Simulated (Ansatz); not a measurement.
**Deforming InP**

```yaml
crystal:
  lattice:
    - [0.00000, 2.85500, 2.85500]
    - [2.85500, 0.00000, 2.85500]
    - [2.85500, 2.85500, 0.00000]
  atoms:
    - { symbol: In, position: [0.00000, 0.00000, 0.00000] }
    - { symbol: P, position: [0.50000, 0.50000, 0.50000] }
```

Atoms are numbered in the order listed.

The cell comes from COD entry 1538565, which wasn't checked; take it as a given geometry.

No spin–orbit coupling, which matters for the heavy atoms here.

Computed with DFT, PBEsol, all-electron LAPW, scalar-relativistic in Ansatz 0.2.0.

Settings: a Γ-centred 11×11×11 k mesh, Fermi–Dirac smearing of 0.03 eV, basis error target 0.25 meV/atom, no spin polarisation.

The unchanged cell is at -8.23 GPa.

In a metal, stresses and small energies carry noise from the k mesh.

x, y and z are the Cartesian axes of the cell as listed; fractional coordinates follow a strain, and an engineering shear is twice the off-diagonal strain component.

With equal xy, yz and zx engineering shear strains of -3 %: energy change +5 meV/atom; stress change (xx, yy, zz, yz, xz, xy) 0.05, 0.05, 0.05, 0.81, 0.81, 0.81 GPa, compression positive.

With equal xy, yz and zx engineering shear strains of -1 %: energy change under 1 meV/atom; stress change (xx, yy, zz, yz, xz, xy) 0.01, 0.01, 0.01, 0.27, 0.27, 0.27 GPa, compression positive.

Question: With this change (equal xy, yz and zx engineering shear strains of +2 %), what becomes of the energy and stress?

Answer: Energy change +2 meV/atom; stress change (xx, yy, zz, yz, xz, xy) 0.02, 0.02, 0.02, -0.60, -0.60, -0.60 GPa, compression positive.

Question: With this change (equal xy, yz and zx engineering shear strains of -2 %), what becomes of the energy and stress?

Answer: Energy change +2 meV/atom; stress change (xx, yy, zz, yz, xz, xy) 0.02, 0.02, 0.02, 0.55, 0.55, 0.55 GPa, compression positive.

Question: With this change (equal xy, yz and zx engineering shear strains of +1 %), what becomes of the energy and stress?

Answer: Energy change under 1 meV/atom; stress change (xx, yy, zz, yz, xz, xy) 0.01, 0.01, 0.01, -0.29, -0.29, -0.29 GPa, compression positive.

Question: With this change (equal xy, yz and zx engineering shear strains of +3 %), what becomes of the energy and stress?

Answer: Energy change +5 meV/atom; stress change (xx, yy, zz, yz, xz, xy) 0.06, 0.06, 0.06, -0.92, -0.92, -0.92 GPa, compression positive.
